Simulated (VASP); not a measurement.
# Li (a cell with a defect) in VASP: a series of runs

Runs on Li (a cell with a defect). Level: PBE. Tasks: single point, relaxation of the atoms.

Program: VASP 6.6.1. These are calculated values, not measurements. Logs are shortened: lines on timing, memory, paths and dates and some standing lists are left out, and cuts for length are marked.

## 1. The crystal as given

The cell holds a defect, 17 atoms: a = 6.980 Å, b = 6.980 Å, c = 6.980 Å, α = 90.00°, β = 90.00°, γ = 90.00°.

The cell was built by a generator and needn't be a form met in nature.

## 2. Single point, PBE

File INCAR:

```
PREC     = Accurate       # precision mode
ENCUT    = 520            # plane-wave cutoff, eV
EDIFF    = 1E-6           # SCF threshold, eV
ISMEAR   = -1             # smearing method
SIGMA    = 0.15           # smearing width, eV
LREAL    = Auto         
LASPH    = T              # aspherical terms in the spheres
NELM     = 100            # most SCF steps
ALGO     = Fast           # electronic algorithm
ISIF     = 2              # what is computed and relaxed
LWAVE    = F              # write WAVECAR
LCHARG   = F              # write CHGCAR
GGA      = PE             # functional
NBANDS   = 40             # bands
```

File KPOINTS:

```
regular mesh
0
Gamma
  3 3 3
```

File POSCAR:

```
Li
1.0
    6.9800000000      0.0000000000      0.0000000000
    0.0000000000      6.9800000000      0.0000000000
    0.0000000000      0.0000000000      6.9800000000
Li
17
Direct
   -0.0035765299     -0.0122291157     -0.0051822675
    0.4902219789      0.0031411424      0.0109520873
   -0.0200625429      0.5071232050     -0.0227568224
    0.1044383627      0.0577225243      0.4286604794
    0.2389031958      0.2903262499      0.2009854205
    0.5124795294      0.4560602135      0.0259649110
    0.4996819088     -0.0052507604      0.4911921754
    0.7664340609      0.2282744080      0.2573561745
   -0.0051321213      0.4896864774      0.4988309170
    0.2507976026      0.7291368897      0.2366668771
    0.2514612726      0.2502209563      0.7556520566
    0.4966462368      0.4804982647      0.4862085482
    0.7502345434      0.7418317070      0.2431129184
    0.7518240564      0.2382076526      0.7433407455
    0.2525707270      0.7366391385      0.7498002777
    0.6574231588      0.6941886101      0.8012115890
    0.8841331600      0.8700731365      0.6094541124
```

Potentials or basis: VASP PAW PBE potentials, release 64 (Li_sv).

Launch:

```console
> cat potpaw_PBE.64/Li_sv/POTCAR > POTCAR
> mpirun -np 1 vasp_std > vasp.out
```

OUTCAR:

```text
PREC = Accurate
   ENCUT = 520
   EDIFF = 1E-6
   ISMEAR = -1
   LREAL = Auto
   LASPH = T
   NELM = 100
   ISIF = 2
   GGA = PE

 ion  position               nearest neighbor table
   1  0.996  0.988  0.995-
   2  0.490  0.003  0.011-
   3  0.980  0.507  0.977-
   4  0.104  0.058  0.429-  17 2.38   5 2.46
   5  0.239  0.290  0.201-   4 2.46   6 2.55
   6  0.512  0.456  0.026-  16 2.50   5 2.55
   7  0.500  0.995  0.491-
   8  0.766  0.228  0.257-
   9  0.995  0.490  0.499-
  10  0.251  0.729  0.237-
  11  0.251  0.250  0.756-
  12  0.497  0.480  0.486-
  13  0.750  0.742  0.243-
  14  0.752  0.238  0.743-
  15  0.253  0.737  0.750-
  16  0.657  0.694  0.801-  17 2.41   6 2.50
  17  0.884  0.870  0.609-   4 2.38  16 2.41

  LATTYP: Found a simple cubic cell.
 ALAT       =     6.9800000000

  Lattice vectors:

 A1 = (   6.9800000000,   0.0000000000,   0.0000000000)
 A2 = (   0.0000000000,   6.9800000000,   0.0000000000)
 A3 = (   0.0000000000,   0.0000000000,   6.9800000000)

Analysis of symmetry for initial positions (statically):
=====================================================================
 Subroutine PRICEL returns:
 Original cell was already a primitive cell.

 Routine SETGRP: Setting up the symmetry group for a
 simple cubic supercell.

 Subroutine GETGRP returns: Found  1 space group operations
 (whereof  1 operations were pure point group operations)
 out of a pool of 48 trial point group operations.

The static configuration has the point symmetry C_1 .

Analysis of symmetry for dynamics (positions and initial velocities):
=====================================================================
 Subroutine PRICEL returns:
 Original cell was already a primitive cell.

 Routine SETGRP: Setting up the symmetry group for a
 simple cubic supercell.

 Subroutine GETGRP returns: Found  1 space group operations
 (whereof  1 operations were pure point group operations)
 out of a pool of 48 trial point group operations.

The dynamic configuration has the point symmetry C_1 .

 Subroutine INISYM returns: Found  1 space group operations
 (whereof  1 operations are pure point group operations),
 and found     1 'primitive' translations

----------------------------------------------------------------------------------------

                                     Primitive cell

  volume of cell :     340.0684

  direct lattice vectors                    reciprocal lattice vectors
     6.980000000  0.000000000  0.000000000     0.143266476  0.000000000  0.000000000
     0.000000000  6.980000000  0.000000000     0.000000000  0.143266476  0.000000000
     0.000000000  0.000000000  6.980000000     0.000000000  0.000000000  0.143266476

  length of vectors
     6.980000000  6.980000000  6.980000000     0.143266476  0.143266476  0.143266476

  position of ions in fractional coordinates (direct lattice)
     0.996423470  0.987770884  0.994817733
     0.490221979  0.003141142  0.010952087
     0.979937457  0.507123205  0.977243178
     0.104438363  0.057722524  0.428660479
     0.238903196  0.290326250  0.200985420
     0.512479529  0.456060214  0.025964911
[... 9 lines left out ...]
     0.657423159  0.694188610  0.801211589
     0.884133160  0.870073136  0.609454112

  ion indices of the primitive-cell ions
   primitive index   ion index
                 1           1
                 2           2
                 3           3
                 4           4
                 5           5
                 6           6
[... 9 lines left out ...]
                16          16
                17          17

----------------------------------------------------------------------------------------

 KPOINTS: regular mesh

Automatic generation of k-mesh.
 Grid dimensions read from file:
 generate k-points for:    3    3    3

 Generating k-lattice:

  Cartesian coordinates                     Fractional coordinates (reciprocal lattice)
     0.047755492  0.000000000  0.000000000     0.333333333  0.000000000  0.000000000
     0.000000000  0.047755492  0.000000000     0.000000000  0.333333333  0.000000000
     0.000000000  0.000000000  0.047755492     0.000000000  0.000000000  0.333333333

  Length of vectors
     0.047755492  0.047755492  0.047755492

  Shift w.r.t. Gamma in fractional coordinates (k-lattice)
     0.000000000  0.000000000  0.000000000

 Subroutine IBZKPT returns following result:
 ===========================================

 Found     14 irreducible k-points:

 Following reciprocal coordinates:
            Coordinates               Weight
  0.000000  0.000000  0.000000      1.000000
  0.333333  0.000000  0.000000      2.000000
  0.000000  0.333333  0.000000      2.000000
  0.000000  0.000000  0.333333      2.000000
  0.333333  0.333333  0.000000      2.000000
  0.000000  0.333333  0.333333      2.000000
  0.333333  0.000000  0.333333      2.000000
 -0.333333  0.333333  0.000000      2.000000
 -0.333333  0.000000  0.333333      2.000000
  0.000000 -0.333333  0.333333      2.000000
  0.333333  0.333333  0.333333      2.000000
 -0.333333  0.333333  0.333333      2.000000
 -0.333333 -0.333333  0.333333      2.000000
  0.333333 -0.333333  0.333333      2.000000
   k-points           NKPTS =     14   k-points in BZ     NKDIM =     14   number of bands    NBANDS=     40
   number of dos      NEDOS =    301   number of ions     NIONS =     17
   total plane-waves  NPLWV = 157464
   dimension x,y,z NGX =    54 NGY =   54 NGZ =   54
   dimension x,y,z NGXF=   108 NGYF=  108 NGZF=  108
   ions per type =              17
   NGX,Y,Z   is equivalent  to a cutoff of  12.86, 12.86, 12.86 a.u.
   NGXF,Y,Z  is equivalent  to a cutoff of  25.72, 25.72, 25.72 a.u.
 SYSTEM =  unknown system
   PREC   = accura    normal or accurate (medium, high low for compatibility)
   ISTART =      0    job   : 0-new  1-cont  2-samecut
   ICHARG =      2    charge: 1-file 2-atom 10-const
   ISPIN  =      1    spin polarized calculation?
   LNONCOLLINEAR =      F non collinear calculations
   LSORBIT =      F    spin-orbit coupling
   LASPH  =      T    aspherical Exc in radial PAW
   ENCUT  =  520.0 eV  38.22 Ry    6.18 a.u.  12.98 12.98 12.98*2*pi/ulx,y,z
   NELM   =    100;   NELMIN=  2; NELMDL= -5     # of ELM steps
   EDIFF  = 0.1E-05   stopping-criterion for ELM
   LREAL  =      T    real-space projection
   EDIFFG = 0.1E-04   stopping-criterion for IOM
   NSW    =      0    number of steps for IOM
[... 5 lines left out ...]
   TEBEG  =    0.0;   TEEND  =   0.0 temperature during run
   PSTRESS=    0.0 pullay stress
   NELECT =      51.0000    total number of electrons
   NUPDOWN=      -1.0000    fix difference up-down
   EMIN   =  10.00;   EMAX   =-10.00  energy-range for DOS
   EFERMI =   0.00;   METHOD = LEGACY
   ISMEAR =    -1;   SIGMA  =   0.15  broadening in eV -4-tet -1-fermi 0-gaus
   EFERMI_NEDOS =   21; number of points for ismear=-14 and -15
   IALGO  =     68    algorithm
   IMIX   =      4    mixing-type and parameters
     AMIX     =   0.40;   BMIX     =  1.00
     AMIX_MAG =   1.60;   BMIX_MAG =  1.00
  volume/ion in A,a.u.               =      20.00       134.99
  Fermi-wavevector in a.u.,A,eV,Ry     =   0.869780  1.643646 10.293044  0.756517
  Thomas-Fermi vector in A             =   1.988651
   LORBIT       =      0    0 simple, 1 ext, 2 COOP (PROOUT), +10 PAW based schemes
   GGA     = PE    functional components
   LHFCALC =     F    Hartree Fock is set to
   AEXX    =    0.0000 exact exchange contribution
   IVDW    =     0    specifies the selected vdW correction
   LEPSILON=     F    determine dielectric tensor
   LRPA    =     F    only Hartree local field effects (RPA)
 non-spin polarized calculation
 RMM-DIIS sequential band-by-band and
  energy-cutoff  :      520.00
  volume of cell :      340.07
 maximum number of plane-waves:      9180
 NGX is ok and might be reduce to    54
   NGX = 25   NGY = 25   NGZ = 25

 number of electron      50.9999999 magnetization

 Free energy of the ion-electron system (eV)
  ---------------------------------------------------
  ext. energy  EPLUGINS =         0.00000000
  ---------------------------------------------------
  free energy    TOTEN  =       -32.01642810 eV

  energy without entropy =      -31.50210823  energy(sigma->0) =      -31.75926816

 E-fermi :   0.6179     XC(G=0):  -7.0714

 val. band max:        0.6055097740   @ k =   0.0000   0.0000   0.0000
 cond. band min:       0.6233877123   @ k =   0.0000   0.3333   0.3333
 fundamental gap:      0.0178779382
 Fermi energy:         0.6178922807

 k-point     1 :       0.0000    0.0000    0.0000
  band No.  band energies     occupation
      1     -46.0463      2.00000
      2     -45.9963      2.00000
      3     -45.9538      2.00000
      4     -45.9105      2.00000
      5     -45.9020      2.00000
      6     -45.8942      2.00000
[... 29 lines left out ...]
     36       3.7392      0.00000
     37       3.7530      0.00000

 k-point     2 :       0.3333    0.0000    0.0000
  band No.  band energies     occupation
      1     -46.0462      2.00000
      2     -45.9964      2.00000
      3     -45.9538      2.00000
      4     -45.9104      2.00000
      5     -45.9019      2.00000
      6     -45.8942      2.00000
[... 29 lines left out ...]
     36       3.7816      0.00000
     37       3.8861      0.00000

 k-point     3 :       0.0000    0.3333    0.0000
  band No.  band energies     occupation
      1     -46.0462      2.00000
      2     -45.9964      2.00000
      3     -45.9537      2.00000
      4     -45.9104      2.00000
      5     -45.9021      2.00000
      6     -45.8942      2.00000
[... 29 lines left out ...]
     36       3.7486      0.00000
     37       3.8257      0.00000
[... 361 lines left out ...]
 k-point    13 :      -0.3333   -0.3333    0.3333
  band No.  band energies     occupation
      1     -46.0461      2.00000
      2     -45.9964      2.00000
      3     -45.9538      2.00000
      4     -45.9104      2.00000
      5     -45.9020      2.00000
      6     -45.8945      2.00000
[... 29 lines left out ...]
     36       3.8730      0.00000
     37       3.9346      0.00000

 k-point    14 :       0.3333   -0.3333    0.3333
  band No.  band energies     occupation
      1     -46.0461      2.00000
      2     -45.9965      2.00000
      3     -45.9538      2.00000
      4     -45.9104      2.00000
      5     -45.9020      2.00000
      6     -45.8945      2.00000
[... 29 lines left out ...]
     36       3.7093      0.00000
     37       3.9049      0.00000
 [bands above 37 left out]

------------------------ aborting loop because EDIFF is reached ----------------------------------------

  FORCE on cell =-STRESS in cart. coord.  units (eV):
  Direction    XX          YY          ZZ          XY          YZ          ZX
  --------------------------------------------------------------------------------------
  -------------------------------------------------------------------------------------
  Total        0.8660556      0.4908728      0.4146467      0.8144780     -0.7754469     -0.8233847
  in kB        4.0802813      2.3126679      1.9535410      3.8372817     -3.6533927     -3.8792442
  external PRESSURE =       2.7821634 kB  Pullay stress =       0.0000000 kB

 VOLUME and BASIS-vectors are now :
 -----------------------------------------------------------------------------
  energy-cutoff  :      520.00
  volume of cell :      340.07
      direct lattice vectors                 reciprocal lattice vectors
     6.980000000  0.000000000  0.000000000     0.143266476  0.000000000  0.000000000
     0.000000000  6.980000000  0.000000000     0.000000000  0.143266476  0.000000000
     0.000000000  0.000000000  6.980000000     0.000000000  0.000000000  0.143266476

 POSITION                                       TOTAL-FORCE (eV/Angst)
 -----------------------------------------------------------------------------------
      6.95504      6.89464      6.94383        -0.002839      0.000915      0.002030
      3.42175      0.02193      0.07645        -0.000745     -0.004475     -0.000069
      6.83996      3.53972      6.82116        -0.003644      0.000961      0.000145
      0.72898      0.40290      2.99205        -0.001749     -0.008919      0.004544
      1.66754      2.02648      1.40288         0.007458     -0.002913     -0.004377
      3.57711      3.18330      0.18124         0.003429      0.005846     -0.003834
[... 9 lines left out ...]
      4.58881      4.84544      5.59246        -0.000383      0.012631     -0.016157
      6.17125      6.07311      4.25399        -0.001472     -0.005154      0.009460
 -----------------------------------------------------------------------------------
    total drift:                                0.013246     -0.004312      0.016893

  FREE ENERGIE OF THE ION-ELECTRON SYSTEM (eV)
  ---------------------------------------------------
  free  energy   TOTEN  =       -32.0164280972 eV

  energy  without entropy=      -31.5021082304  energy(sigma->0) =      -31.75926816
```

Run time: 4.6 min. Hardware: 1 thread of Intel Xeon Platinum 8488C (Sapphire Rapids), shared host; peak memory 0.42 GiB.

Results:

```yaml
Free_energy: -32.0164 eV
Largest_force: 0.021 eV/Å
Band_gap_on_the_k_mesh: none (metal or under the smearing width)
```

Forces in eV/Å, atoms in the order of the input:
```
Li  -0.003  0.001  0.002
Li  -0.001 -0.004  0.000
Li  -0.004  0.001  0.000
Li  -0.002 -0.009  0.005
Li   0.007 -0.003 -0.004
Li   0.003  0.006 -0.004
Li  -0.006  0.002 -0.002
Li   0.001 -0.003 -0.002
Li  -0.004  0.002  0.002
Li   0.007  0.001  0.003
Li   0.005 -0.002  0.000
Li  -0.005 -0.005 -0.001
Li   0.005  0.003  0.010
Li  -0.006  0.000  0.003
Li   0.003  0.003 -0.005
Li   0.000  0.013 -0.016
Li  -0.001 -0.005  0.009
```

Caveat: the cutoff is under 1.25 times the usual one of these potentials, so pressure, stress and relaxed cells hold a basis-set (Pulay) error.

## 3. Relaxation of the atoms, PBE

File INCAR:

```
SYSTEM = Li
  PREC = Accurate
  ENCUT = 520
  EDIFF = 1E-6
  ISMEAR = -1
  SIGMA = 0.15
  LREAL = Auto
  LASPH = .True.
  NELM = 100
  ALGO = Fast
  ISIF = 2
  LWAVE = .False.
  LCHARG = .False.
  GGA = PE
  IBRION = 2
  NSW = 80
  EDIFFG = -0.03
```

File KPOINTS:

```
regular mesh
0
Gamma
  3 3 3
  0 0 0
```

File POSCAR:

```
Li
1.0
    6.9800000000      0.0000000000      0.0000000000
    0.0000000000      6.9800000000      0.0000000000
    0.0000000000      0.0000000000      6.9800000000
Li
17
Direct
    0.0000000000      0.0000000000      0.0000000000
    0.5000000000      0.0000000000      0.0000000000
    0.0000000000      0.5000000000      0.0000000000
    0.0000000000      0.0000000000      0.5000000000
    0.2500000000      0.2500000000      0.2500000000
    0.5000000000      0.5000000000      0.0000000000
    0.5000000000      0.0000000000      0.5000000000
    0.7500000000      0.2500000000      0.2500000000
    0.0000000000      0.5000000000      0.5000000000
    0.2500000000      0.7500000000      0.2500000000
    0.2500000000      0.2500000000      0.7500000000
    0.5000000000      0.5000000000      0.5000000000
    0.7500000000      0.7500000000      0.2500000000
    0.7500000000      0.2500000000      0.7500000000
    0.2500000000      0.7500000000      0.7500000000
    0.7500000000      0.7500000000      0.7500000000
    0.8784786000      0.7556507000      0.5114502000
```

Potentials or basis: VASP PAW PBE potentials, release 64 (Li_sv).

Launch:

```console
> cat potpaw_PBE.64/Li_sv/POTCAR > POTCAR
> mpirun -np 1 vasp_std > vasp.out
```

Wall time 67 min (1 thread of Intel Xeon Platinum 8488C (Sapphire Rapids), shared host); peak memory 0.44 GiB.

The run converged. Its results:

- Free energy: -31.8802 eV
- Energy gained by relaxing: 92.2 meV/atom
- Ionic steps: 14
- Largest force after relaxing: 0.028 eV/Å
- Band gap on the k mesh: none (metal or under the smearing width)

Forces in eV/Å, atoms in the order of the input:
```
Li  -0.010 -0.017 -0.003
Li  -0.001  0.018  0.000
Li  -0.012  0.017 -0.004
Li   0.011  0.002 -0.005
Li  -0.003  0.001 -0.016
Li   0.000 -0.018 -0.001
Li  -0.006  0.006 -0.002
Li   0.018 -0.003  0.018
Li  -0.009  0.015 -0.004
Li   0.005 -0.002 -0.006
Li  -0.001  0.002  0.014
Li  -0.006 -0.007 -0.002
Li   0.012 -0.005  0.015
Li   0.017 -0.003 -0.022
Li   0.006 -0.002  0.004
Li  -0.017 -0.007  0.005
Li  -0.004  0.002  0.009
```

The path:
| step | energy change (eV) | largest force (eV/Å) | pressure (GPa) |
| --- | --- | --- | --- |
| 1 | 0.0000 | 1.9665 | 0.86 |
| 2 | -0.5373 | 1.4647 | 0.68 |
| 3 | -1.3748 | 0.3934 | 0.45 |
| 4 | -1.4242 | 0.3455 | 0.47 |
| 5 | -1.4246 | 0.3553 | 0.48 |
| 6 | -1.4665 | 0.2892 | 0.46 |
| 7 | -1.5351 | 0.1397 | 0.42 |
| 8 | -1.5378 | 0.1649 | 0.43 |
| 9 | -1.5492 | 0.1225 | 0.42 |
| 10 | -1.5581 | 0.0755 | 0.42 |
| 11 | -1.5639 | 0.0507 | 0.42 |
| 12 | -1.5661 | 0.0331 | 0.42 |
| 13 | -1.5662 | 0.0343 | 0.42 |
| 14 | -1.5682 | 0.0284 | 0.41 |

Final structure:
```
Li
1.0
     6.98000    0.00000    0.00000
     0.00000    6.98000    0.00000
     0.00000    0.00000    6.98000
Li
17
Direct
  0.99769 0.99890 0.99849
  0.48349 0.01442 0.00174
  0.99797 0.50045 0.99856
  0.05320 0.05445 0.49599
  0.26733 0.25115 0.23409
  0.48310 0.48448 0.00197
  0.50339 0.99927 0.50029
  0.75221 0.24929 0.25003
  0.04805 0.44985 0.49656
  0.24599 0.75017 0.25112
  0.26650 0.25104 0.76389
  0.50395 0.50084 0.50023
  0.70492 0.74821 0.20224
  0.75284 0.24908 0.74896
  0.24703 0.75021 0.74916
  0.69525 0.74765 0.80662
  0.87556 0.75621 0.51153
```

Levels at points of the mesh, in eV from the Fermi level:
```tsv
k point	band 23	band 24	band 25	band 26	band 27	band 28
(0.00, 0.00, 0.00)	-1.13	-1.11	0.07	0.12	0.23	0.24
```

Caveat: the cutoff is under 1.25 times the usual one of these potentials, so pressure, stress and relaxed cells hold a basis-set (Pulay) error.

(Continued in part 2 of 2.)
